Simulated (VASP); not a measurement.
# PbS (P-6m2) in VASP: further runs

Runs on PbS. Level: PBE. Tasks: single point.

Program: VASP 6.6.1. These are calculated values, not measurements. Logs are shortened: lines on timing, memory, paths and dates and some standing lists are left out, and cuts for length are marked.

## (1) The crystal as given

It takes space group P-6m2 (No. 187, hexagonal). The conventional cell has a = 4.090 Å, b = 4.090 Å, c = 3.788 Å, α = 90.00°, β = 90.00°, γ = 120.00°. Around Pb (site symmetry -6m2) lie 6 S at 3.03 Å. S (site symmetry -6m2) has 6 Pb at 3.03 Å as nearest neighbours.

Measurements of this composition are mostly on another form, of space group No. 225.

## (2) Single point, PBE

The input, INCAR:

```
SYSTEM = PbS
PREC = Accurate
ENCUT = 400
EDIFF = 1E-6
ISMEAR = 0
SIGMA = 0.05
LREAL = .FALSE.
LASPH = .TRUE.
NELM = 100
ALGO = Normal
ISIF = 2
LWAVE = .FALSE.
LCHARG = .FALSE.
GGA = PE
NBANDS = 12
ADDGRID = .FALSE.
```

The input, KPOINTS:

```
Automatic mesh
0
G
  9 9 9
  0 0 0
```

The input, POSCAR:

```
PbS
1.0
    4.0896976867      0.0000000000      0.0000000000
   -2.0448488433      3.5417820905      0.0000000000
    0.0000000000      0.0000000000      3.7881670000
Pb S
1 1
Direct
    0.0512430000     -0.0024510000     -0.0244300000
    0.6810560000      0.3414810000      0.4970830000
```

Potentials or basis: VASP PAW PBE potentials, release 64 (Pb, S).

The run is started by

```console
> cat potpaw_PBE.64/Pb/POTCAR potpaw_PBE.64/S/POTCAR > POTCAR
> mpirun -np 1 vasp_std > vasp.out
```

OUTCAR:

```text
SYSTEM = PbS
   PREC = Accurate
   ENCUT = 400
   EDIFF = 1E-6
   ISMEAR = 0
   LREAL = .FALSE.
   LASPH = .TRUE.
   NELM = 100
   ISIF = 2
   GGA = PE

 Found    365 irreducible k-points:

 Following reciprocal coordinates:
            Coordinates               Weight
  0.000000  0.000000  0.000000      1.000000
  0.111111 -0.000000  0.000000      2.000000
  0.000000  0.111111  0.000000      2.000000
 -0.111111  0.111111  0.000000      2.000000
  0.222222  0.000000  0.000000      2.000000
  0.000000  0.222222  0.000000      2.000000
   k-points           NKPTS =    365   k-points in BZ     NKDIM =    365   number of bands    NBANDS=     12
   number of dos      NEDOS =    301   number of ions     NIONS =      2
   total plane-waves  NPLWV =  21952
   dimension x,y,z NGX =    28 NGY =   28 NGZ =   28
   dimension x,y,z NGXF=    56 NGYF=   56 NGZF=   56
   ions per type =               1   1
   NGX,Y,Z   is equivalent  to a cutoff of  11.38, 11.38, 12.29 a.u.
   NGXF,Y,Z  is equivalent  to a cutoff of  22.76, 22.76, 24.58 a.u.
 SYSTEM =  PbS
   PREC   = accura    normal or accurate (medium, high low for compatibility)
   ISTART =      0    job   : 0-new  1-cont  2-samecut
   ICHARG =      2    charge: 1-file 2-atom 10-const
   ISPIN  =      1    spin polarized calculation?
   LNONCOLLINEAR =      F non collinear calculations
   LSORBIT =      F    spin-orbit coupling
   LASPH  =      T    aspherical Exc in radial PAW
   ENCUT  =  400.0 eV  29.40 Ry    5.42 a.u.   6.67  6.67  6.18*2*pi/ulx,y,z
   NELM   =    100;   NELMIN=  2; NELMDL= -5     # of ELM steps
   EDIFF  = 0.1E-05   stopping-criterion for ELM
   LREAL  =      F    real-space projection
   EDIFFG = 0.1E-04   stopping-criterion for IOM
   NSW    =      0    number of steps for IOM
   IBRION =     -1    ionic relax: 0-MD 1-quasi-New 2-CG
   NFREE  =      0    steps in history (QN), initial steepest desc. (CG)
   ISIF   =      2    stress and relaxation
   ISYM   =      2    0-nonsym 1-usesym 2-fastsym
   POTIM  = 0.5000    time-step for ionic-motion
   TEBEG  =    0.0;   TEEND  =   0.0 temperature during run
   PSTRESS=    0.0 pullay stress
   NELECT =      10.0000    total number of electrons
   NUPDOWN=      -1.0000    fix difference up-down
   EMIN   =  10.00;   EMAX   =-10.00  energy-range for DOS
   EFERMI =   0.00;   METHOD = LEGACY
   ISMEAR =     0;   SIGMA  =   0.05  broadening in eV -4-tet -1-fermi 0-gaus
   EFERMI_NEDOS =   21; number of points for ismear=-14 and -15
   IALGO  =     38    algorithm
   IMIX   =      4    mixing-type and parameters
     AMIX     =   0.40;   BMIX     =  1.00
     AMIX_MAG =   1.60;   BMIX_MAG =  1.00
  volume/ion in A,a.u.               =      27.44       185.14
  Fermi-wavevector in a.u.,A,eV,Ry     =   0.928170  1.753987 11.721408  0.861499
  Thomas-Fermi vector in A             =   2.054318
   LORBIT       =      0    0 simple, 1 ext, 2 COOP (PROOUT), +10 PAW based schemes
   GGA     = PE    functional components
   LHFCALC =     F    Hartree Fock is set to
   AEXX    =    0.0000 exact exchange contribution
   IVDW    =     0    specifies the selected vdW correction
   LEPSILON=     F    determine dielectric tensor
   LRPA    =     F    only Hartree local field effects (RPA)
 non-spin polarized calculation
 Gauss-broadening in eV      SIGMA  =   0.05
  energy-cutoff  :      400.00
  volume of cell :       54.87
 maximum number of plane-waves:      1026
   NGX = 13   NGY = 13   NGZ = 13

 number of electron      10.0000000 magnetization

 number of electron       9.9999998 magnetization

 Free energy of the ion-electron system (eV)
  ---------------------------------------------------
  ext. energy  EPLUGINS =         0.00000000
  ---------------------------------------------------
  free energy    TOTEN  =        -8.53354476 eV

  energy without entropy =       -8.53336744  energy(sigma->0) =       -8.53345610

 E-fermi :   3.7758     XC(G=0):  -9.3419

 val. band max:        3.7736959038   @ k =  -0.3333  -0.3333   0.4444
 cond. band min:       3.9967030811   @ k =  -0.3333  -0.4444  -0.4444
 fundamental gap:      0.2230071773
 Fermi energy:         3.7757752557

 k-point     1 :       0.0000    0.0000    0.0000
  band No.  band energies     occupation
      1      -9.2842      2.00000
      2      -2.5353      2.00000
      3       1.7309      2.00000
      4       1.9357      2.00000
      5       2.4751      2.00000
      6       6.9390      0.00000
      7       7.8499      0.00000
      8       9.0616      0.00000
      9      10.5291      0.00000
     10      10.8974      0.00000
     11      14.3050      0.00000
     12      15.1622      0.00000

 k-point     2 :       0.1111   -0.0000    0.0000
  band No.  band energies     occupation
      1      -9.1871      2.00000
      2      -2.7915      2.00000
      3       1.8287      2.00000
      4       1.9915      2.00000
      5       2.3499      2.00000
      6       6.8802      0.00000
      7       7.5663      0.00000
      8       9.2509      0.00000
      9      10.1486      0.00000
     10      11.8048      0.00000
     11      13.7582      0.00000
     12      14.9700      0.00000

 k-point     3 :       0.0000    0.1111    0.0000
  band No.  band energies     occupation
      1      -9.1901      2.00000
      2      -2.7684      2.00000
      3       1.8231      2.00000
      4       1.9188      2.00000
      5       2.4001      2.00000
      6       6.6805      0.00000
      7       7.8017      0.00000
      8       9.2438      0.00000
      9      10.1776      0.00000
     10      11.7823      0.00000
     11      13.8397      0.00000
     12      14.8966      0.00000

 k-point     4 :      -0.1111    0.1111    0.0000
  band No.  band energies     occupation
      1      -9.1978      2.00000
      2      -2.7047      2.00000
      3       1.8068      2.00000
      4       1.8219      2.00000
      5       2.3993      2.00000
      6       6.5217      0.00000
      7       8.0623      0.00000
      8       9.2191      0.00000
      9      10.2526      0.00000
     10      11.8063      0.00000
     11      14.1581      0.00000
     12      14.4772      0.00000

 k-point     5 :       0.2222    0.0000    0.0000
  band No.  band energies     occupation
      1      -8.9131      2.00000
      2      -3.4314      2.00000
      3       1.8402      2.00000
      4       2.0990      2.00000
      5       2.3286      2.00000
      6       6.2060      0.00000
      7       8.0433      0.00000
      8       9.0609      0.00000
      9       9.8818      0.00000
     10      12.3568      0.00000
     11      14.3477      0.00000
     12      14.6286      0.00000

 k-point     6 :       0.0000    0.2222    0.0000
  band No.  band energies     occupation
      1      -8.9259      2.00000
      2      -3.3601      2.00000
      3       1.7362      2.00000
      4       2.0835      2.00000
      5       2.3340      2.00000
      6       6.0692      0.00000
      7       8.2380      0.00000
      8       9.1325      0.00000
      9       9.8930      0.00000
     10      12.4555      0.00000
     11      14.3209      0.00000
     12      14.5775      0.00000

 [... further k-points ...]

------------------------ aborting loop because EDIFF is reached ----------------------------------------

  FORCE on cell =-STRESS in cart. coord.  units (eV):
  Direction    XX          YY          ZZ          XY          YZ          ZX
  --------------------------------------------------------------------------------------
  -------------------------------------------------------------------------------------
  Total       -0.0282108      0.0285243      0.0918549      0.0260173      0.0046771     -0.1244655
  in kB       -0.8237271      0.8328809      2.6820731      0.7596785      0.1365653     -3.6342707
  external PRESSURE =       0.8970756 kB  Pullay stress =       0.0000000 kB

 VOLUME and BASIS-vectors are now :
 -----------------------------------------------------------------------------
  energy-cutoff  :      400.00
  volume of cell :       54.87
      direct lattice vectors                 reciprocal lattice vectors
     4.089697687  0.000000000  0.000000000     0.244516851  0.141171870  0.000000000
    -2.044848843  3.541782090  0.000000000     0.000000000  0.282343740  0.000000000
     0.000000000  0.000000000  3.788167000     0.000000000  0.000000000  0.263979914

 POSITION                                       TOTAL-FORCE (eV/Angst)
 -----------------------------------------------------------------------------------
     -1.83027      3.53310      3.69562        -0.309840      0.063859     -0.059772
      2.08704      1.20945      1.88303         0.309840     -0.063859      0.059772
 -----------------------------------------------------------------------------------
    total drift:                                0.000056      0.000081     -0.000132

  FREE ENERGIE OF THE ION-ELECTRON SYSTEM (eV)
  ---------------------------------------------------
  free  energy   TOTEN  =        -8.5335447594 eV

  energy  without entropy=       -8.5333674415  energy(sigma->0) =       -8.53345610
```

OSZICAR:

```text
N       E                     dE             d eps       ncg     rms          rms(c)
DAV:   1     0.268970402428E+02    0.26897E+02   -0.33191E+03  8768   0.536E+02
DAV:   2    -0.702891393804E+01   -0.33926E+02   -0.32411E+02 11436   0.101E+02
DAV:   3    -0.914354426564E+01   -0.21146E+01   -0.21061E+01 11188   0.263E+01
DAV:   4    -0.916230571233E+01   -0.18761E-01   -0.18759E-01 10552   0.304E+00
DAV:   5    -0.916258418386E+01   -0.27847E-03   -0.27847E-03 11224   0.368E-01    0.858E+00
DAV:   6    -0.854217485984E+01    0.62041E+00   -0.24207E+00 10152   0.531E+00    0.547E+00
DAV:   7    -0.853398565227E+01    0.81892E-02   -0.20485E-01 11184   0.192E+00    0.360E+00
DAV:   8    -0.853397360486E+01    0.12047E-04   -0.30151E-02 10372   0.845E-01    0.498E-01
DAV:   9    -0.853334040354E+01    0.63320E-03   -0.62553E-03 10464   0.288E-01    0.328E-01
DAV:  10    -0.853353831426E+01   -0.19791E-03   -0.81040E-04 10308   0.138E-01    0.506E-02
DAV:  11    -0.853353885866E+01   -0.54440E-06   -0.30278E-05 10844   0.312E-02    0.360E-02
DAV:  12    -0.853354336825E+01   -0.45096E-05   -0.67409E-06 10520   0.124E-02    0.421E-03
DAV:  13    -0.853354470729E+01   -0.13390E-05   -0.16688E-06 10764   0.711E-03    0.301E-03
DAV:  14    -0.853354475942E+01   -0.52125E-07   -0.42817E-08  5460   0.112E-03
   1 F= -.85335448E+01 E0= -.85334561E+01  d E =-.177318E-03
```

stdout:

```text
POSCAR found type information on POSCAR PbS
 POSCAR found :  2 types and       2 ions
 scaLAPACK will be used
 LDA part: xc-table for (Slater+PW92), standard interpolation
 POSCAR, INCAR and KPOINTS ok, starting setup
 FFT: planning ... GRIDC
 FFT: planning ... GRID_SOFT
 FFT: planning ... GRID
 WAVECAR not read
 entering main loop
```

Run time: 67 s. Hardware: 1 thread of Intel Xeon 6975P-C (Granite Rapids), shared host; peak memory 0.29 GiB.

The run converged, but some of its settings lie outside the range that counts as converged, so its numbers aren't taken as properties of the crystal.

What came out:

```yaml
Free_energy: -8.5335 eV
Pressure: 0.1 GPa
Largest_force: 0.322 eV/Å
Band_gap_on_the_k_mesh: none (metal or under the smearing width)
```

(Part 1 of 3 ends here.)
